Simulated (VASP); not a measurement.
Hf under changes of volume

One of the cells (23.993 Å³/atom); the others are scaled copies at fixed shape and fractional positions:

```
Hf
1.0
    -1.81695    1.81695    1.81695
     1.81695   -1.81695    1.81695
     1.81695    1.81695   -1.81695
Hf
1
Direct
  0.00000 0.00000 0.00000
```

This isn't the form of Hf at room conditions, which is hcp.

| Property | Result |
| --- | --- |
| Program | VASP 6.6.1 |
| Functional | PBE |
| Potentials or basis | VASP PAW PBE potentials, release 64 (Hf_pv) |
| Cutoff | 520 eV |
| k mesh | 10 × 10 × 10 |
| Occupations | fermi-dirac, width 0.05 eV |
| Spin | no spin polarisation |

```tsv
volume (Å³/atom)	energy over the lowest point (meV/atom)	pressure (GPa)
22.112	0.00	0.6
22.582	1.48	-1.5
23.052	9.06	-3.5
23.993	40.41	-6.9
24.464	?	?
24.934	89.75	-9.6
```

Question: What does the run at 24.464 Å³/atom give?

Answer: Energy over the lowest point 63.08 meV/atom; pressure -8.3 GPa.

Worked out: A Birch-Murnaghan fit of order 3 (a polynomial in V^(-2/3)) to the other rows has its minimum at 22.24 Å³/atom with B0 = V·E''(V) = 107 GPa and B' = 4.0. It gives 63.08 meV/atom at 24.464 Å³/atom, against the run's 63.08, and -dE/dV = -8.4 GPa, against -8.3.

Energies are extrapolated to zero smearing.
